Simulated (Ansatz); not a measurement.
A relaxation of cell and atoms of ZnSnN₂, ordered on the rocksalt lattice (Pmmn) with 8 atoms a cell with the PAW code Ansatz, at the level PBE. It starts from a guessed cell.

```yaml
crystal:
  lattice:
    - [2.8809220251, 0.0, 0.0]
    - [0.0, 4.074239, 0.0]
    - [0.0, 0.0, 5.7618440501]
  atoms:
    - { symbol: Zn, position: [0.0, 0.0, 0.875] }
    - { symbol: "N", position: [0.0, 0.5, 0.875] }
    - { symbol: Zn, position: [0.5, 0.5, 0.125] }
    - { symbol: "N", position: [0.5, 0.0, 0.125] }
    - { symbol: Sn, position: [0.0, 0.0, 0.375] }
    - { symbol: "N", position: [0.0, 0.5, 0.375] }
    - { symbol: Sn, position: [0.5, 0.5, 0.625] }
    - { symbol: "N", position: [0.5, 0.0, 0.625] }
kpoints:
  mp_grid: { grid: [8, 6, 4] }
hamiltonian:
  xc: pbe
scf:
  occupations: { method: fermi_dirac, width: 0.02 }
relax:
  f_tol: 0.005
  cell: {}
```

Of the 19 recorded frames of the trajectory, 18 are shown, each with positions in Å and forces in eV/Å. The last, and any step after a large change of cell, is solved on a basis re-selected at its cell; pressure is positive in compression.

Step 1: energy 0.0 meV/atom from step 1, largest force component 4.038 eV/Å, pressure +109.77 GPa
```xyz
8
Lattice="2.8809 0.0000 0.0000 0.0000 4.0742 0.0000 0.0000 0.0000 5.7618" Properties=species:S:1:pos:R:3:forces:R:3 pbc="T T T"
Zn    0.0000    0.0000    5.0416    0.0000    0.0000    1.9588
N     0.0000    2.0371    5.0416    0.0000    0.0000   -0.4863
Zn    1.4405    2.0371    0.7202    0.0000    0.0000   -1.9588
N     1.4405    0.0000    0.7202    0.0000    0.0000    0.4863
Sn    0.0000    0.0000    2.1607    0.0000    0.0000   -4.0382
N     0.0000    2.0371    2.1607    0.0000    0.0000   -0.0027
Sn    1.4405    2.0371    3.6012    0.0000    0.0000    4.0382
N     1.4405    0.0000    3.6012    0.0000    0.0000    0.0027
```

Step 2: energy -593.8 meV/atom from step 1, largest force component 1.149 eV/Å, pressure +44.09 GPa
```xyz
8
Lattice="3.0213 0.0000 0.0000 0.0000 4.2654 0.0000 0.0000 0.0000 5.9973" Properties=species:S:1:pos:R:3:forces:R:3 pbc="T T T"
Zn    0.0000    0.0000    5.2730    0.0000    0.0000    0.7669
N     0.0000    2.1327    5.2527    0.0000    0.0000   -0.4607
Zn    1.5107    2.1327    0.7243    0.0000    0.0000   -0.7669
N     1.5107    0.0000    0.7446    0.0000    0.0000    0.4607
Sn    0.0000    0.0000    2.1872    0.0000    0.0000   -1.1486
N     0.0000    2.1327    2.2554    0.0000    0.0000    0.7745
Sn    1.5107    2.1327    3.8101    0.0000    0.0000    1.1486
N     1.5107    0.0000    3.7418    0.0000    0.0000   -0.7745
```

Step 3: energy -779.0 meV/atom from step 1, largest force component 0.610 eV/Å, pressure +12.44 GPa
```xyz
8
Lattice="3.0955 0.0000 0.0000 0.0000 4.4085 0.0000 0.0000 0.0000 6.2830" Properties=species:S:1:pos:R:3:forces:R:3 pbc="T T T"
Zn    0.0000    0.0000    5.5359    0.0000    0.0000    0.3319
N     0.0000    2.2042    5.4892    0.0000    0.0000   -0.2670
Zn    1.5478    2.2042    0.7471    0.0000    0.0000   -0.3319
N     1.5478    0.0000    0.7938    0.0000    0.0000    0.2670
Sn    0.0000    0.0000    2.2576    0.0000    0.0000   -0.0531
N     0.0000    2.2042    2.4049    0.0000    0.0000    0.6104
Sn    1.5478    2.2042    4.0254    0.0000    0.0000    0.0531
N     1.5478    0.0000    3.8781    0.0000    0.0000   -0.6104
```

Step 4: energy -811.5 meV/atom from step 1, largest force component 0.444 eV/Å, pressure +2.02 GPa
```xyz
8
Lattice="3.1850 0.0000 0.0000 0.0000 4.3787 0.0000 0.0000 0.0000 6.4768" Properties=species:S:1:pos:R:3:forces:R:3 pbc="T T T"
Zn    0.0000    0.0000    5.7799    0.0000    0.0000   -0.0662
N     0.0000    2.1893    5.5972    0.0000    0.0000    0.3690
Zn    1.5925    2.1893    0.6968    0.0000    0.0000    0.0662
N     1.5925    0.0000    0.8796    0.0000    0.0000   -0.3690
Sn    0.0000    0.0000    2.3324    0.0000    0.0000    0.4444
N     0.0000    2.1893    2.5486    0.0000    0.0000    0.1442
Sn    1.5925    2.1893    4.1444    0.0000    0.0000   -0.4444
N     1.5925    0.0000    3.9282    0.0000    0.0000   -0.1442
```

Step 5: energy -813.0 meV/atom from step 1, largest force component 0.283 eV/Å, pressure +0.53 GPa
```xyz
8
Lattice="3.2039 0.0000 0.0000 0.0000 4.3823 0.0000 0.0000 0.0000 6.4778" Properties=species:S:1:pos:R:3:forces:R:3 pbc="T T T"
Zn    0.0000    0.0000    5.7742    0.0000    0.0000   -0.0006
N     0.0000    2.1911    5.6055    0.0000    0.0000    0.2377
Zn    1.6019    2.1911    0.7036    0.0000    0.0000    0.0006
N     1.6019    0.0000    0.8723    0.0000    0.0000   -0.2377
Sn    0.0000    0.0000    2.3344    0.0000    0.0000    0.2832
N     0.0000    2.1911    2.5600    0.0000    0.0000    0.0912
Sn    1.6019    2.1911    4.1433    0.0000    0.0000   -0.2832
N     1.6019    0.0000    3.9177    0.0000    0.0000   -0.0912
```

Step 6: energy -813.3 meV/atom from step 1, largest force component 0.088 eV/Å, pressure -0.72 GPa
```xyz
8
Lattice="3.2030 0.0000 0.0000 0.0000 4.3827 0.0000 0.0000 0.0000 6.5205" Properties=species:S:1:pos:R:3:forces:R:3 pbc="T T T"
Zn    0.0000    0.0000    5.8093    0.0000    0.0000    0.0881
N     0.0000    2.1913    5.6502    0.0000    0.0000    0.0614
Zn    1.6015    2.1913    0.7112    0.0000    0.0000   -0.0881
N     1.6015    0.0000    0.8704    0.0000    0.0000   -0.0614
Sn    0.0000    0.0000    2.3551    0.0000    0.0000    0.0645
N     0.0000    2.1913    2.5897    0.0000    0.0000    0.0646
Sn    1.6015    2.1913    4.1655    0.0000    0.0000   -0.0645
N     1.6015    0.0000    3.9308    0.0000    0.0000   -0.0646
```

Step 7: energy -814.0 meV/atom from step 1, largest force component 0.026 eV/Å, pressure -0.05 GPa
```xyz
8
Lattice="3.2047 0.0000 0.0000 0.0000 4.3799 0.0000 0.0000 0.0000 6.5037" Properties=species:S:1:pos:R:3:forces:R:3 pbc="T T T"
Zn    0.0000    0.0000    5.8105    0.0000    0.0000    0.0261
N     0.0000    2.1899    5.6403    0.0000    0.0000    0.0263
Zn    1.6023    2.1899    0.6932    0.0000    0.0000   -0.0261
N     1.6023    0.0000    0.8633    0.0000    0.0000   -0.0263
Sn    0.0000    0.0000    2.3540    0.0000    0.0000   -0.0152
N     0.0000    2.1899    2.5900    0.0000    0.0000   -0.0021
Sn    1.6023    2.1899    4.1496    0.0000    0.0000    0.0152
N     1.6023    0.0000    3.9136    0.0000    0.0000    0.0021
```

Step 8: energy -814.0 meV/atom from step 1, largest force component 0.045 eV/Å, pressure 0.00 GPa
```xyz
8
Lattice="3.2046 0.0000 0.0000 0.0000 4.3769 0.0000 0.0000 0.0000 6.5071" Properties=species:S:1:pos:R:3:forces:R:3 pbc="T T T"
Zn    0.0000    0.0000    5.8159    0.0000    0.0000    0.0066
N     0.0000    2.1885    5.6473    0.0000    0.0000    0.0127
Zn    1.6023    2.1885    0.6912    0.0000    0.0000   -0.0066
N     1.6023    0.0000    0.8598    0.0000    0.0000   -0.0127
Sn    0.0000    0.0000    2.3514    0.0000    0.0000    0.0448
N     0.0000    2.1885    2.5954    0.0000    0.0000   -0.0152
Sn    1.6023    2.1885    4.1557    0.0000    0.0000   -0.0448
N     1.6023    0.0000    3.9117    0.0000    0.0000    0.0152
```

Step 9: energy -814.0 meV/atom from step 1, largest force component 0.006 eV/Å, pressure +0.03 GPa
```xyz
8
Lattice="3.2049 0.0000 0.0000 0.0000 4.3772 0.0000 0.0000 0.0000 6.5053" Properties=species:S:1:pos:R:3:forces:R:3 pbc="T T T"
Zn    0.0000    0.0000    5.8168    0.0000    0.0000    0.0027
N     0.0000    2.1886    5.6449    0.0000    0.0000    0.0027
Zn    1.6024    2.1886    0.6885    0.0000    0.0000   -0.0027
N     1.6024    0.0000    0.8604    0.0000    0.0000   -0.0027
Sn    0.0000    0.0000    2.3536    0.0000    0.0000    0.0011
N     0.0000    2.1886    2.5931    0.0000    0.0000   -0.0062
Sn    1.6024    2.1886    4.1518    0.0000    0.0000   -0.0011
N     1.6024    0.0000    3.9122    0.0000    0.0000    0.0062
```

Step 11: energy -814.0 meV/atom from step 1, largest force component 0.001 eV/Å, pressure 0.00 GPa
```xyz
8
Lattice="3.2054 0.0000 0.0000 0.0000 4.3761 0.0000 0.0000 0.0000 6.5070" Properties=species:S:1:pos:R:3:forces:R:3 pbc="T T T"
Zn    0.0000    0.0000    5.8193    0.0000    0.0000    0.0003
N     0.0000    2.1880    5.6462    0.0000    0.0000   -0.0006
Zn    1.6027    2.1880    0.6877    0.0000    0.0000   -0.0003
N     1.6027    0.0000    0.8608    0.0000    0.0000    0.0006
Sn    0.0000    0.0000    2.3544    0.0000    0.0000   -0.0006
N     0.0000    2.1880    2.5936    0.0000    0.0000    0.0002
Sn    1.6027    2.1880    4.1526    0.0000    0.0000    0.0006
N     1.6027    0.0000    3.9134    0.0000    0.0000   -0.0002
```

Step 12: energy -858.2 meV/atom from step 1, largest force component 0.033 eV/Å, pressure +3.77 GPa
```xyz
8
Lattice="3.2054 0.0000 0.0000 0.0000 4.3761 0.0000 0.0000 0.0000 6.5070" Properties=species:S:1:pos:R:3:forces:R:3 pbc="T T T"
Zn    0.0000    0.0000    5.8193    0.0000    0.0000    0.0230
N     0.0000    2.1880    5.6462    0.0000    0.0000    0.0328
Zn    1.6027    2.1880    0.6877    0.0000    0.0000   -0.0230
N     1.6027    0.0000    0.8608    0.0000    0.0000   -0.0328
Sn    0.0000    0.0000    2.3544    0.0000    0.0000    0.0007
N     0.0000    2.1880    2.5936    0.0000    0.0000    0.0042
Sn    1.6027    2.1880    4.1526    0.0000    0.0000   -0.0007
N     1.6027    0.0000    3.9134    0.0000    0.0000   -0.0042
```

Step 13: energy -861.3 meV/atom from step 1, largest force component 0.052 eV/Å, pressure -0.02 GPa
```xyz
8
Lattice="3.2484 0.0000 0.0000 0.0000 4.3717 0.0000 0.0000 0.0000 6.5944" Properties=species:S:1:pos:R:3:forces:R:3 pbc="T T T"
Zn    0.0000    0.0000    5.9243    0.0000    0.0000    0.0068
N     0.0000    2.1859    5.7168    0.0000    0.0000    0.0225
Zn    1.6242    2.1859    0.6701    0.0000    0.0000   -0.0068
N     1.6242    0.0000    0.8775    0.0000    0.0000   -0.0225
Sn    0.0000    0.0000    2.3885    0.0000    0.0000    0.0516
N     0.0000    2.1859    2.6550    0.0000    0.0000    0.0030
Sn    1.6242    2.1859    4.2059    0.0000    0.0000   -0.0516
N     1.6242    0.0000    3.9393    0.0000    0.0000   -0.0030
```

Step 14: energy -862.1 meV/atom from step 1, largest force component 0.046 eV/Å, pressure -0.15 GPa
```xyz
8
Lattice="3.2449 0.0000 0.0000 0.0000 4.3401 0.0000 0.0000 0.0000 6.6858" Properties=species:S:1:pos:R:3:forces:R:3 pbc="T T T"
Zn    0.0000    0.0000    6.0316    0.0000    0.0000    0.0163
N     0.0000    2.1701    5.7905    0.0000    0.0000   -0.0163
Zn    1.6225    2.1701    0.6542    0.0000    0.0000   -0.0163
N     1.6225    0.0000    0.8953    0.0000    0.0000    0.0163
Sn    0.0000    0.0000    2.4281    0.0000    0.0000   -0.0183
N     0.0000    2.1701    2.7068    0.0000    0.0000    0.0460
Sn    1.6225    2.1701    4.2577    0.0000    0.0000    0.0183
N     1.6225    0.0000    3.9790    0.0000    0.0000   -0.0460
```

Step 15: energy -862.2 meV/atom from step 1, largest force component 0.025 eV/Å, pressure +0.04 GPa
```xyz
8
Lattice="3.2570 0.0000 0.0000 0.0000 4.3148 0.0000 0.0000 0.0000 6.7142" Properties=species:S:1:pos:R:3:forces:R:3 pbc="T T T"
Zn    0.0000    0.0000    6.0744    0.0000    0.0000   -0.0111
N     0.0000    2.1574    5.8111    0.0000    0.0000    0.0227
Zn    1.6285    2.1574    0.6399    0.0000    0.0000    0.0111
N     1.6285    0.0000    0.9031    0.0000    0.0000   -0.0227
Sn    0.0000    0.0000    2.4383    0.0000    0.0000    0.0221
N     0.0000    2.1574    2.7311    0.0000    0.0000    0.0254
Sn    1.6285    2.1574    4.2759    0.0000    0.0000   -0.0221
N     1.6285    0.0000    3.9831    0.0000    0.0000   -0.0254
```

Step 16: energy -862.2 meV/atom from step 1, largest force component 0.004 eV/Å, pressure -0.01 GPa
```xyz
8
Lattice="3.2590 0.0000 0.0000 0.0000 4.3123 0.0000 0.0000 0.0000 6.7207" Properties=species:S:1:pos:R:3:forces:R:3 pbc="T T T"
Zn    0.0000    0.0000    6.0804    0.0000    0.0000    0.0045
N     0.0000    2.1561    5.8185    0.0000    0.0000    0.0018
Zn    1.6295    2.1561    0.6402    0.0000    0.0000   -0.0045
N     1.6295    0.0000    0.9022    0.0000    0.0000   -0.0018
Sn    0.0000    0.0000    2.4410    0.0000    0.0000   -0.0042
N     0.0000    2.1561    2.7389    0.0000    0.0000    0.0016
Sn    1.6295    2.1561    4.2796    0.0000    0.0000    0.0042
N     1.6295    0.0000    3.9818    0.0000    0.0000   -0.0016
```

Step 17: energy -864.3 meV/atom from step 1, largest force component 0.006 eV/Å, pressure +0.01 GPa
```xyz
8
Lattice="3.2590 0.0000 0.0000 0.0000 4.3123 0.0000 0.0000 0.0000 6.7207" Properties=species:S:1:pos:R:3:forces:R:3 pbc="T T T"
Zn    0.0000    0.0000    6.0804    0.0000    0.0000    0.0060
N     0.0000    2.1561    5.8185    0.0000    0.0000    0.0023
Zn    1.6295    2.1561    0.6402    0.0000    0.0000   -0.0060
N     1.6295    0.0000    0.9022    0.0000    0.0000   -0.0023
Sn    0.0000    0.0000    2.4410    0.0000    0.0000   -0.0040
N     0.0000    2.1561    2.7389    0.0000    0.0000    0.0020
Sn    1.6295    2.1561    4.2796    0.0000    0.0000    0.0040
N     1.6295    0.0000    3.9818    0.0000    0.0000   -0.0020
```

Step 18: energy -864.2 meV/atom from step 1, largest force component 0.003 eV/Å, pressure +0.01 GPa
```xyz
8
Lattice="3.2632 0.0000 0.0000 0.0000 4.2991 0.0000 0.0000 0.0000 6.7472" Properties=species:S:1:pos:R:3:forces:R:3 pbc="T T T"
Zn    0.0000    0.0000    6.1141    0.0000    0.0000    0.0017
N     0.0000    2.1495    5.8404    0.0000    0.0000   -0.0010
Zn    1.6316    2.1495    0.6331    0.0000    0.0000   -0.0017
N     1.6316    0.0000    0.9068    0.0000    0.0000    0.0010
Sn    0.0000    0.0000    2.4510    0.0000    0.0000    0.0025
N     0.0000    2.1495    2.7573    0.0000    0.0000    0.0018
Sn    1.6316    2.1495    4.2962    0.0000    0.0000   -0.0025
N     1.6316    0.0000    3.9899    0.0000    0.0000   -0.0018
```

Step 19: energy -864.3 meV/atom from step 1, largest force component 0.003 eV/Å, pressure +0.01 GPa
```xyz
8
Lattice="3.2632 0.0000 0.0000 0.0000 4.2991 0.0000 0.0000 0.0000 6.7472" Properties=species:S:1:pos:R:3:forces:R:3 pbc="T T T"
Zn    0.0000    0.0000    6.1141    0.0000    0.0000    0.0018
N     0.0000    2.1495    5.8404    0.0000    0.0000   -0.0011
Zn    1.6316    2.1495    0.6331    0.0000    0.0000   -0.0018
N     1.6316    0.0000    0.9068    0.0000    0.0000    0.0011
Sn    0.0000    0.0000    2.4510    0.0000    0.0000    0.0025
N     0.0000    2.1495    2.7573    0.0000    0.0000    0.0017
Sn    1.6316    2.1495    4.2962    0.0000    0.0000   -0.0025
N     1.6316    0.0000    3.9899    0.0000    0.0000   -0.0017
```

The walk took 16 steps and changed the volume by +40.0 %. The last SCF, on a fresh basis, lies 864 meV an atom below the first. Final cell: space group Pmmn (No. 59), orthorhombic; conventional cell a = 3.263 Å, b = 4.299 Å, c = 6.747 Å, 11.83 Å³ an atom. Zn has 4 N at 2.17–2.24 Å; N has 4 Zn at 2.17–2.24 Å and 2 Sn at 2.25 Å; Sn has 6 N at 2.17–2.25 Å; N has 4 Sn at 2.17–2.24 Å.

Run as `ansatz run input.yaml --threads 2 --pin off --max-ram 20275MiB --backend cpu --events-out ev --progress --plain --runs-dir out`. It took 69 s on 2 threads of AMD EPYC 7R13 Processor (Zen 3), on a shared host, load about 3.4 per core; peak host memory 0.73 GiB.

No spin polarisation and no zero-point or thermal motion; the cell was built from a prototype and may be hypothetical.
